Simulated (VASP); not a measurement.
**BN in VASP: how settings move the PBE single point**

The PBE single point of BN (database structure), under +2.8 % equal strain in all directions is repeated with altered inputs. Which of them can be trusted?

Code: VASP 6.6.1. PAW datasets, plane waves. (Simulation; spin polarisation is off.)

## Step 1: The system as given

The cell comes from an earlier relaxation with r2SCAN+rVV10 in another program, then strained, with the atoms relaxed again.

Space group R3m (No. 160), trigonal; conventional cell a = 2.570 Å, c = 10.030 Å, 9.56 Å³ an atom. Near B stand 3 N at 1.48 Å; near N stand 3 B at 1.48 Å.

Coordinates:

```xyz
2
Lattice="1.2848 0.7418 3.3434 -1.2848 0.7418 3.3434 0.0000 -1.4835 3.3434" Properties=species:S:1:pos:R:3 pbc="T T T"
B     0.0000    0.0000   10.0272
N     0.0000    0.0000    3.3375
```

## Step 2: Reference

Contents of INCAR:

```
ENCUT = 520.000000
SIGMA = 0.020000
EDIFF = 1.00e-07
GGA = PE
PREC = Accurate
IBRION = -1
ISIF = 2
ISMEAR = -1
NBANDS = 11
NELM = 120
NSW = 0
LASPH = .TRUE.
LCHARG = .FALSE.
LWAVE = .FALSE.
LREAL = .FALSE.
```

Contents of KPOINTS:

```
KPOINTS created by Atomic Simulation Environment
0
Gamma
12 12 12
0 0 0
```

Contents of POSCAR:

```
B  N
 1.0000000000000000
     1.2847525481896127    0.7417522295226640    3.3434476225036973
    -1.2847525481896127    0.7417522295226640    3.3434476225036973
     0.0000000000000000   -1.4835044590953275    3.3434476224926049
 B   N
   1   1
Cartesian
 -0.0000000000000000 -0.0000000000499839 10.0272142260225579
 -0.0000000000000000 -0.0000000000166371  3.3375456119490696
```

A file KPOINTS_OPT adds named points for the levels; it doesn't enter the self-consistent loop.

Potentials: the recommended PBE PAW datasets, 8 valence electrons.

Command:

```console
> mpirun -np 1 vasp_std
```

## Step 3: Variant 1

INCAR, as its differences from that of step 2:

```diff
@@ -1,2 +1 @@
-ENCUT = 520.000000
 SIGMA = 0.020000
@@ -15 +14,2 @@
 LREAL = .FALSE.
+ENCUT = 250
```

KPOINTS is that of step 2.

POSCAR is that of step 2.

## Step 4: Variant 2

Contents of INCAR:

```
ENCUT = 520.000000
SIGMA = 0.020000
EDIFF = 1.00e-07
PREC = Accurate
IBRION = -1
ISIF = 2
ISMEAR = -1
NBANDS = 11
NSW = 0
LASPH = .TRUE.
LCHARG = .FALSE.
LWAVE = .FALSE.
LREAL = .FALSE.
ISYM = 3
AMIX = 0.2
BMIX = 0.0001
METAGGA = RTPSS
NELM = 70
```

KPOINTS is that of step 2.

POSCAR is that of step 2.

## Step 5: Variant 3

INCAR, as its differences from that of step 2:

```diff
@@ -9,3 +9,2 @@
 NBANDS = 11
-NELM = 120
 NSW = 0
@@ -15 +14,3 @@
 LREAL = .FALSE.
+ADDGRID = .TRUE.
+NELM = 51
```

KPOINTS is that of step 2.

POSCAR is that of step 2.

## Step 6: Variant 4

INCAR, as its differences from that of step 2:

```diff
@@ -8,4 +8,2 @@
 ISMEAR = -1
-NBANDS = 11
-NELM = 120
 NSW = 0
@@ -15 +13,3 @@
 LREAL = .FALSE.
+NELM = 86
+NBANDS = 4
```

KPOINTS is that of step 2.

POSCAR is that of step 2.

Q: Predict the outcome of this session. Wanted: for each run, changed; ending; energy change; pressure; electronic steps; usable.

**Answer**, as computed:

| run | changed | ending | energy change (meV/atom) | pressure (GPa) | gap on the mesh (eV; negative: overlap) | electronic steps | time | usable |
| --- | --- | --- | --- | --- | --- | --- | --- | --- |
| ref. | – | converged | 0 | -13.6 | 4.11 | 14 | 52 s | yes |
| 1 | ENCUT = 250 | converged | 1.0 | -59.5 | 3.99 | 13 | 21 s | no |
| 2 | ISYM = 3, AMIX = 0.2, BMIX = 0.0001, METAGGA = RTPSS, NELM = 70 | crashed | – | – | – | 5 | 75 s | no |
| 3 | ADDGRID = .TRUE., NELM = 51 | converged | 0.0 | -13.6 | 4.11 | 14 | 55 s | yes |
| 4 | NBANDS = 4 | converged | 0.0 | -13.5 | – | 14 | 17 s | yes |

**Reading.** Of 4 altered inputs, 1 gave no result, 1 ended normally on a faulty or unsound input, 2 gave usable results.
